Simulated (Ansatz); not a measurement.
# Ru (P6_3/mmc): relaxation of cell and ions from a Python script

What cell does Ru (P6_3/mmc) relax to? Wanted for Ru (P6_3/mmc): a relaxation of cell and ions.

Computed with Ansatz 0.2.0 through its Python package. Level of theory: DFT LDA, plane waves, PAW.

## 1. The structure

The structure is hexagonal, space group P6_3/mmc (No. 194). Conventional cell: a = 2.706 Å, b = 2.706 Å, c = 4.282 Å, α = 90.00°, β = 90.00°, γ = 120.00°. Ru (site symmetry -6m2) is surrounded by 12 Ru at 2.65 to 2.71 Å.

No structure file is read: the coordinates are typed or built in the script.

## 2. Script

Input file vcrelax.py:

```python
import ansatz as az
from ase import Atoms
from ase.neighborlist import neighbor_list
import matplotlib.pyplot as plt
import numpy as np

def edges_and_angles(cell):
    cell = np.asarray(cell)
    a, b, c = np.linalg.norm(cell, axis=1)
    cosines = cell[1] @ cell[2] / (b * c), cell[0] @ cell[2] / (a * c), cell[0] @ cell[1] / (a * b)
    return (a, b, c, *np.degrees(np.arccos(cosines)))

xtal = (
    az.Lattice.from_parameters(2.7058, 2.7058, 4.2819, alpha=90, beta=90, gamma=120)
    .space_group(194)
    .atom("Ru", (1 / 3, 2 / 3, 0.25))
)

calculation = (
    xtal.calculation()
    .occupations("fermi_dirac")
    .pseudopotentials("paw")
    .kpoints(spacing=0.25)
    .functional("lda")
    .scf(tolerance=1e-08)
    .relax(force_tolerance=0.03, pressure=10 * az.kbar)
)
steps = []


def collect(event):
    if event["event"] == "relax_step":
        steps.append(event["data"])


done = calculation.session().plan().execute(on_event=collect)
report = done.report
print("step   energy (eV)     max comp. (eV/A)   P (GPa)  SCF")
for s in steps:
    print(f"{s['step']:4d} {s['lagrangian_ev']:15.5f} {s['allowed_force_max_ev_ang']:12.4f} {s['pressure_gpa']:10.3f} {s['n_scf']:5d}")

first, last = steps[0], steps[-1]
symbols = [site.symbol for site in done.lattice.sites]
print(f"energy gained {first['lagrangian_ev'] - last['lagrangian_ev']:.4f} eV in {len(steps) - 1} steps")
for label, vectors in (("before", first["cell_ang"]), ("after", done.lattice.cell_ang)):
    print(label, "a b c (A) {:.4f} {:.4f} {:.4f}  angles {:.2f} {:.2f} {:.2f}".format(*edges_and_angles(vectors)), f" V = {abs(np.linalg.det(vectors)):.3f} A^3")
print("final stress xx yy zz (GPa, compression positive):", np.round(np.diag(report["stress_gpa"]), 3) + 0.0)

fig, (top, bottom) = plt.subplots(2, 1, sharex=True, figsize=(4.5, 4))
top.plot([s["lagrangian_ev"] - last["lagrangian_ev"] for s in steps], "o-")
top.set_ylabel("E - E(final) (eV)")
bottom.semilogy([max(s["allowed_force_max_ev_ang"], 1e-6) for s in steps], "s-")
bottom.set(xlabel="step", ylabel="largest force (eV/A)")
fig.tight_layout()
fig.savefig("relax.png", dpi=100)

final = Atoms(symbols, positions=last["positions_ang"], cell=done.lattice.cell_ang, pbc=True)
i, j, d = neighbor_list("ijd", final, 4.5)
print("neighbours within 1.15 times the shortest distance of each atom (A)")
for atom in range(len(final)):
    near = [m for m in np.argsort(d) if i[m] == atom]
    shell = [m for m in near if d[m] < 1.15 * d[near[0]]]
    print(f"{symbols[atom]}{atom} ({len(shell)}):", ", ".join(f"{symbols[j[m]]} {d[m]:.3f}" for m in shell))

print("relaxed fractional positions")
for site in done.lattice.sites:
    print(f"  {site.symbol:2s}", " ".join(f"{v % 1:8.5f}" for v in np.round(site.position_frac, 5)))

for key in ("converged", "n_iterations", "n_electrons", "n_kpoints", "n_pw", "n_symmetry_ops", "free_energy_ev", "fermi_energy_ev"):
    print(f"{key:18s} {report[key]}")
```

## 3. What the engine is handed

The package turns the script's settings into the engine's input:

```yaml
crystal:
  lattice:
    a: 2.7058
    b: 2.7058
    c: 4.2819
    alpha: 90.0
    beta: 90.0
    gamma: 120.0
  space_group: 194
  atoms:
    - { symbol: Ru, position: [0.3333333333333333, 0.6666666666666666, 0.25] }
kpoints:
  mp_grid:
    kspacing: 0.25
hamiltonian:
  xc: lda
  pseudopotentials:
    kind: paw
scf:
  convergence:
    dr2_threshold: 1.0e-08
  occupations:
    method: fermi_dirac
relax:
  f_tol: 0.03
  cell:
    p_target: 1.0
```

## 4. Launch

The run is started by

```console
$ python vcrelax.py
```

Standard output:

```text
DeckWarning: basis.ecutwfc = 420 eV, auto-derived from the records' recommended cutoffs: set by Ru (normal level)
DeckWarning: relax.cell: scf.convergence.dr2_threshold = 1e-8 eV is looser than the 2e-10 eV advised for a relaxation that steers and ends on the stress (1e-10 eV for each atom of the cell: 2). What an SCF threshold leaves in a stress goes as its square root, and in the free energy as the threshold itself, and one threshold admits the most on a small cell: of the crystals measured, under no [...]
step   energy (eV)     max comp. (eV/A)   P (GPa)  SCF
   1    -11516.57125       0.0000    -12.070     6
   2    -11516.53560       0.0000     19.839     6
   3    -11516.60881       0.0000     -0.200     6
   4    -11516.60862       0.0000      0.988     6
   5    -11516.60846       0.0000      0.984     6
energy gained 0.0372 eV in 4 steps
before a b c (A) 2.7058 2.7058 4.2819  angles 90.00 90.00 120.00  V = 27.149 A^3
after a b c (A) 2.6715 2.6715 4.2259  angles 90.00 90.00 120.00  V = 26.120 A^3
final stress xx yy zz (GPa, compression positive): [0.977 0.977 0.999]
neighbours within 1.15 times the shortest distance of each atom (A)
Ru0 (12): Ru 2.616, Ru 2.616, Ru 2.616, Ru 2.616, Ru 2.616, Ru 2.616, Ru 2.672, Ru 2.672, Ru 2.672, Ru 2.672, Ru 2.672, Ru 2.672
Ru1 (12): Ru 2.616, Ru 2.616, Ru 2.616, Ru 2.616, Ru 2.616, Ru 2.616, Ru 2.672, Ru 2.672, Ru 2.672, Ru 2.672, Ru 2.672, Ru 2.672
relaxed fractional positions
  Ru  0.33333  0.66667  0.25000
  Ru  0.66667  0.33333  0.75000
converged          True
n_iterations       6
n_electrons        32.0
n_kpoints          64
n_pw               537
n_symmetry_ops     24
free_energy_ev     -11516.60846456178
fermi_energy_ev    24.300101898527828
```

(Warnings from the package without file and line, shortened.)

It took 10 s on 1 thread of Arm Neoverse V1, shared host; peak memory 0.45 GiB.

Lines on the test bed's own set-up are left out of the output.

## 5. Size and end state of the run

From the engine's report, whether the script printed it or not:

```csv
item,value
SCF cycles in all,30
k-points solved,64
plane waves,537
bands,20
valence electrons,32
free energy (eV),-11516.60846
Fermi level (eV),24.300
"lowest empty less highest filled level on the mesh, by band count (eV)",-3.275
pressure (GPa; positive when compressed),0.98
```

## 6. Path of the relaxation

Step by step:

| step | energy from step 1 (eV/cell) | largest force component (eV/Å) | pressure (GPa) | volume (Å³) |
| --- | --- | --- | --- | --- |
| 1 | 0.0000 | 0.0000 | -12.07 | 27.15 |
| 2 | 0.0356 | 0.0000 | 19.84 | 24.95 |
| 3 | -0.0376 | 0.0000 | -0.20 | 26.20 |
| 4 | -0.0374 | 0.0000 | 0.99 | 26.12 |
| 5 | -0.0372 | 0.0000 | 0.98 | 26.12 |

Step 1 is the start. Step 5 repeats the geometry before it on a plane-wave basis chosen anew for that cell, so its energy need not be comparable with the rows above. Step 2 was tried and not accepted.

«Before» is this run's own start.

|  | before | after | change |
| --- | --- | --- | --- |
| a (Å) | 2.706 | 2.672 | -1.3 % |
| b (Å) | 2.706 | 2.672 | -1.3 % |
| c (Å) | 4.282 | 4.226 | -1.3 % |
| volume (Å³/atom) | 13.57 | 13.06 | -3.8 % |
| shortest distance (Å) | 2.650 | 2.616 | -1.3 % |
| space group (0.01 Å) | P6_3/mmc | P6_3/mmc | same |

Forces and stress were held to the start's 24 operations: a distortion of lower symmetry was not tested.

Under a set pressure the enthalpy E + pV is minimised, so E itself may rise.

## 7. Results

| quantity | value |
| --- | --- |
| free energy | -11516.6085 eV (-5758.3042 eV/atom) |
| moves of the relaxation | 2 |
| last largest force component | 0.0000 eV/Å |
| relaxed conventional cell | a = 2.672 Å, b = 2.672 Å, c = 4.226 Å, α = 90.00°, β = 90.00°, γ = 120.00° |
| space group at the end | P6_3/mmc |

The volume shrank by 3.8 % over 2 moves under the 1 GPa asked, and the space group stayed P6_3/mmc. Spin is left out of this run. Forces vanish by symmetry, so the ions can't move, and the end may be a saddle. Part of the cell is held or a pressure is applied, so the end point needn't be the zero-pressure lattice. At a fixed pressure a relaxation lowers the enthalpy F + PV, while F alone can rise. For a metal this k-point mesh is coarse: on a finer one energies can move by several to tens of meV an atom and pressures by half a GPa or more, differences at one mesh by less. Only differences from the Fermi energy are physical; the zero of the scale is a convention. Energies along a relaxation are free energies. Rows at an unchanged volume are solved on a plane-wave basis chosen afresh for that cell, so the energy jumps there and such rows are no steps of the walk. Symmetry holds the cell in this phase, whether or not it is the stable one at this pressure.
